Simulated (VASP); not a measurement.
Set up this calculation in VASP 6.6.1, as the native input.

```
Task                   : single point
Functional             : PBE
Potentials or basis    : VASP PAW PBE potentials, release 64 (Ga_d, N)
Cutoff                 : 520 eV
k mesh                 : 12 × 12 × 8
Occupations            : gaussian, width 0.02 eV
Spin                   : no spin polarisation
Further INCAR settings : ALGO = Normal; EDIFF = 1e-07
```

The structure of GaN lies in POSCAR:

```
GaN
1.0
    3.1800000000      0.0000000000      0.0000000000
   -1.5900000000      2.7539607800      0.0000000000
    0.0000000000      0.0000000000      5.1660000000
Ga N
2 2
Direct
    0.3333333300      0.6666666700      0.0000000000
    0.6666666700      0.3333333300      0.5000000000
    0.3333333300      0.6666666700      0.3750000000
    0.6666666700      0.3333333300      0.8750000000
```

One way to write it, as run:

INCAR

```
SYSTEM = GaN
ALGO = Normal ; EDIFF = 1E-7
ENCUT = 520 ; GGA = PE
ISIF = 2 ; ISMEAR = 0
LASPH = .TRUE. ; LCHARG = .FALSE.
LREAL = .FALSE. ; LWAVE = .FALSE.
NELM = 100 ; PREC = Accurate
SIGMA = 0.02
```

KPOINTS

```
k-points
0
G
  12 12 8
  0 0 0
```

Potentials or basis: VASP PAW PBE potentials, release 64 (Ga_d, N).

Launch:

```console
$ cat potpaw_PBE.64/Ga_d/POTCAR potpaw_PBE.64/N/POTCAR > POTCAR
$ mpirun -np 1 vasp_std > vasp.out
```

It gave:

| Property | Result |
| --- | --- |
| Pressure | 7.3 GPa |
| Largest force | 0.135 eV/Å |
| Band gap on the k mesh | 1.97 eV, direct |

Run time: 67 s on 1 thread of Intel(R) Xeon(R) Platinum 8488C (Sapphire Rapids), on a shared host, peak memory 0.21 GiB.
